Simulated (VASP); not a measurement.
## Ge (lonsdaleite (2H)): a PBE single-point calculation in VASP

INCAR

```
LWAVE = .FALSE.
NBANDS = 36
ENCUT = 520
ISMEAR = -1
EDIFF = 1E-7
NELM = 120
IBRION = -1
GGA = PE
SIGMA = 0.02
LCHARG = .FALSE.
ISIF = 2
PREC = Accurate
NSW = 0
LASPH = .TRUE.
LREAL = .FALSE.
```

KPOINTS

```
KPOINTS created by Atomic Simulation Environment
0
Gamma
12 12 4
0 0 0
```

KPOINTS_OPT

```
special points
8
Reciprocal
0.0000000000 0.0000000000 0.0000000000 1
0.5000000000 0.0000000000 0.0000000000 1
0.3333333333 0.3333333333 0.0000000000 1
0.0000000000 0.0000000000 0.5000000000 1
0.5000000000 0.0000000000 0.5000000000 1
0.3333333333 0.3333333333 0.5000000000 1
0.0000000000 0.0000000000 -0.0190020000 1
-0.0009770000 0.0000000000 0.1445310000 1
```

POSCAR

```
Ge
 1.0000000000000000
     3.9976152187728013    0.0000000000000000    0.0000000000000000
    -1.9988076093864007    3.4620363340125326    0.0000000000000000
     0.0000000000000000    0.0000000000000000    6.5928195269514562
 Ge
   4
Cartesian
  0.0000000000000001  2.3080242226750221  0.0024367006848655
  1.9988076093864011  1.1540121113375110  3.2988464641605932
  0.0000000000000001  2.3080242226750221  2.4698706219219306
  1.9988076093864011  1.1540121113375110  5.7662803853976587
```

VASP ran with the recommended PBE PAW datasets (56 valence electrons in the cell).

Command

```
mpirun -np 1 vasp_std
```

From OUTCAR

```
k-points           NKPTS =     57   k-points in BZ     NKDIM =     57   number of bands    NBANDS=     36

   NELECT =      56.0000    total number of electrons

   dimension x,y,z NGX =    30 NGY =   30 NGZ =   50
   dimension x,y,z NGXF=    60 NGYF=   60 NGZF=  100

  energy-cutoff  :      520.00
  volume of cell :       91.24
      direct lattice vectors                 reciprocal lattice vectors
     3.997615219  0.000000000  0.000000000     0.250149138  0.144423672  0.000000000
    -1.998807609  3.462036334  0.000000000     0.000000000  0.288847344  0.000000000
     0.000000000  0.000000000  6.592819527     0.000000000  0.000000000  0.151680172

 k-points in reciprocal lattice and weights: KPOINTS created by Atomic Simulation Env
   0.00000000  0.00000000  0.00000000       0.002
   0.08333333  0.00000000  0.00000000       0.010
   0.16666667 -0.00000000  0.00000000       0.010
   0.25000000  0.00000000  0.00000000       0.010
   0.33333333  0.00000000  0.00000000       0.010
   0.41666667 -0.00000000  0.00000000       0.010
   0.50000000  0.00000000  0.00000000       0.005
   0.08333333  0.08333333  0.00000000       0.010
   ...

 E-fermi :   5.0235

 k-point     1 :       0.0000    0.0000    0.0000
  band No.  band energies     occupation
      1     -19.9242      2.00000
      2     -19.9242      2.00000
      3     -19.8869      2.00000
      4     -19.8859      2.00000
      5     -19.8859      2.00000
      6     -19.8735      2.00000
      7     -19.8606      2.00000
      8     -19.8606      2.00000
      9     -19.8083      2.00000
     10     -19.8083      2.00000
     11     -19.6846      2.00000
     12     -19.6846      2.00000
     13     -19.6712      2.00000
     14     -19.6552      2.00000
     15     -19.6518      2.00000
     16     -19.6518      2.00000
     17     -19.6332      2.00000
     18     -19.6332      2.00000
     19     -19.6040      2.00000
     20     -19.6040      2.00000
     21      -7.8085      2.00000
     22      -5.7623      2.00000
     23      -2.6398      2.00000
     24       3.4857      2.00000
     25       3.4857      2.00000
     26       4.8150      1.99994
     27       4.8880      1.99772
     28       4.9794      1.80140
     29       5.0887      0.07418
     30       5.0887      0.07416
     31       7.2347      0.00000
     32       7.2347      0.00000
     33       7.7339      0.00000
     34       9.5281      0.00000
     35       9.5281      0.00000
     36      11.1219      0.00000

 k-point     2 :       0.0833    0.0000    0.0000
  band No.  band energies     occupation
      1     -19.9290      2.00000
      2     -19.9257      2.00000
      3     -19.8915      2.00000
      4     -19.8884      2.00000
      5     -19.8859      2.00000
      6     -19.8676      2.00000
      7     -19.8569      2.00000
      8     -19.8529      2.00000
      9     -19.8046      2.00000
     10     -19.8031      2.00000
     11     -19.6913      2.00000
     12     -19.6911      2.00000
     13     -19.6787      2.00000
     14     -19.6586      2.00000
     15     -19.6498      2.00000
     16     -19.6465      2.00000
     17     -19.6376      2.00000
     18     -19.6314      2.00000
     19     -19.6013      2.00000
     20     -19.5982      2.00000
     21      -7.7333      2.00000
     22      -5.6842      2.00000
     23      -2.6283      2.00000
     24       2.6430      2.00000
     25       3.3175      2.00000
     26       3.6990      2.00000
     27       4.6722      2.00000
     28       4.9265      1.98449
     29       5.6375      0.00000
     30       6.0362      0.00000
     31       7.2369      0.00000
     32       7.4693      0.00000
     33       8.0013      0.00000
     34       9.5192      0.00000
     35       9.8380      0.00000
     36      11.5172      0.00000

 k-point     3 :       0.1667   -0.0000    0.0000
  band No.  band energies     occupation
      1     -19.9371      2.00000
      2     -19.9288      2.00000
      3     -19.9001      2.00000
      4     -19.8940      2.00000
      5     -19.8850      2.00000
      6     -19.8585      2.00000
      7     -19.8475      2.00000
      8     -19.8332      2.00000
      9     -19.7951      2.00000
     10     -19.7903      2.00000
     11     -19.7056      2.00000
     12     -19.7048      2.00000
     13     -19.6986      2.00000
     14     -19.6646      2.00000
     15     -19.6481      2.00000
     16     -19.6475      2.00000
     17     -19.6367      2.00000
     18     -19.6251      2.00000
     19     -19.5964      2.00000
     20     -19.5887      2.00000
     21      -7.5098      2.00000
     22      -5.4515      2.00000
     23      -2.6321      2.00000
     24       1.4930      2.00000
     25       2.2962      2.00000
     26       2.9366      2.00000
     27       4.2560      2.00000
     28       4.5543      2.00000
     29       6.0805      0.00000
     30       6.5523      0.00000
     31       7.8684      0.00000
     32       7.9890      0.00000
     33       8.2702      0.00000
     34      10.0781      0.00000
     35      10.6456      0.00000
     36      10.7702      0.00000

 k-point     4 :       0.2500    0.0000    0.0000
  band No.  band energies     occupation
      1     -19.9426      2.00000
      2     -19.9315      2.00000
      3     -19.9093      2.00000
      4     -19.8997      2.00000
      5     -19.8814      2.00000
      6     -19.8514      2.00000
      7     -19.8359      2.00000
      8     -19.8079      2.00000
      9     -19.7835      2.00000
     10     -19.7740      2.00000
     11     -19.7242      2.00000
     12     -19.7222      2.00000
     13     -19.7193      2.00000
     14     -19.6688      2.00000
     15     -19.6591      2.00000
     16     -19.6506      2.00000
     17     -19.6276      2.00000
     18     -19.6167      2.00000
     19     -19.5921      2.00000
     20     -19.5820      2.00000
     21      -7.1462      2.00000
     22      -5.0706      2.00000
     23      -2.7801      2.00000
     24       0.6305      2.00000
     25       0.9461      2.00000
     26       2.5266      2.00000
     27       3.6502      2.00000
     28       4.1489      2.00000
     29       5.9491      0.00000
     30       6.7700      0.00000
     31       8.2653      0.00000
     32       8.4459      0.00000
     33       8.7367      0.00000
     34      10.6313      0.00000
     35      11.3531      0.00000
     36      11.7441      0.00000

 k-point     5 :       0.3333    0.0000    0.0000
  band No.  band energies     occupation
      1     -19.9438      2.00000
      2     -19.9330      2.00000
      3     -19.9180      2.00000
      4     -19.9040      2.00000
      5     -19.8744      2.00000
      6     -19.8467      2.00000
      7     -19.8250      2.00000
      8     -19.7821      2.00000
      9     -19.7731      2.00000
     10     -19.7580      2.00000
     11     -19.7502      2.00000
     12     -19.7370      2.00000
     13     -19.7324      2.00000
     14     -19.6707      2.00000
     15     -19.6706      2.00000
     16     -19.6576      2.00000
     17     -19.6206      2.00000
     18     -19.6080      2.00000
     19     -19.5894      2.00000
     20     -19.5798      2.00000
     21      -6.6647      2.00000
     22      -4.5605      2.00000
     23      -3.2184      2.00000
     24      -0.2813      2.00000
     25       0.2642      2.00000
     26       2.1907      2.00000
     27       2.9882      2.00000
     28       3.8146      2.00000
     29       5.7403      0.00000
     30       6.7657      0.00000
     31       8.4936      0.00000
     32       8.6494      0.00000
     33       8.7695      0.00000
     34      11.7595      0.00000
     35      11.8053      0.00000
     36      12.0333      0.00000

 ...

  Total        1.6604577      1.6604577      1.7024508      0.0000000      0.0000000      0.0000000
  in kB       29.1564472     29.1564472     29.8938151      0.0000000      0.0000000      0.0000000
  external PRESSURE =      29.4022365 kB  Pullay stress =       0.0000000 kB

 POSITION                                       TOTAL-FORCE (eV/Angst)
 -----------------------------------------------------------------------------------
      0.00000      2.30802      0.00244         0.000000     -0.000000      0.009629
      1.99881      1.15401      3.29885        -0.000000      0.000000      0.009629
      0.00000      2.30802      2.46987         0.000000      0.000000     -0.009629
      1.99881      1.15401      5.76628        -0.000000      0.000000     -0.009629
 -----------------------------------------------------------------------------------
    total drift:                                0.000000      0.000000      0.000412

  FREE ENERGIE OF THE ION-ELECTRON SYSTEM (eV)
  ---------------------------------------------------
  free  energy   TOTEN  =       -17.9661416234 eV

  energy  without entropy=      -17.9660558511  energy(sigma->0) =      -17.96609874
```

```
gap between bands v and c : -0.13 eV (bands overlap: a metal)
least direct gap          : 0.00 eV
pressure                  : 2.9 GPa
```

Band v is the last that the valence electrons fill when counted band by band, and c is the next.

The run took about 2.4 min on one core of a shared host (Intel Xeon Platinum 8488C) and held 0.35 GiB at most.
